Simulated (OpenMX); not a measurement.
The system is Si2W.

```
W Si
1.0
    -1.60690    1.60690    3.91495
     1.60690   -1.60690    3.91495
     1.60690    1.60690   -3.91495
W Si
1 2
Cartesian
  0.0000 0.0000 0.0000
  0.0000 0.0000 5.2092
  0.0000 0.0000 2.6207
```

- Program: OpenMX 3.8.5
- Task: single point
- Functional: PBE
- Potentials or basis: OpenMX 2013 PBE set, W7.0-s3p2d2f1, Si7.0-s2p2d1, grid cutoff 400 Ry
- k mesh: 13 × 13 × 13
- Occupations: fermi-dirac, width 0.05 eV
- Spin: no spin polarisation

On this cell: pressure 5.5 GPa; largest force 0.125 eV/Å; band gap on the k mesh none (metal or under the smearing width).

The same run follows on a disturbed copy (atoms moved at random, drawn with an rms of 0.05 Å):

```xyz
3
Lattice="-1.6069 1.6069 3.9150 1.6069 -1.6069 3.9150 1.6069 1.6069 -3.9150" Properties=species:S:1:pos:R:3 pbc="T T T"
W    -0.0037    0.0416   -0.0061
Si   -0.0323    0.0589    5.1936
Si   -0.0748   -0.0102    2.6451
```

Q: What does the disturbed cell give?

A: The energy (extrapolated to zero smearing) moves by +17.6 meV/atom; pressure 6.6 GPa; largest force 1.039 eV/Å; band gap on the k mesh none (metal or under the smearing width).

Forces on the atoms (eV/Å):
```
W   -0.591 -0.223  0.220
Si   0.016 -0.317  0.454
Si   0.578  0.540 -0.674
```

Caveats: the basis of atomic orbitals isn't converged, which shifts pressures, moduli and gaps.
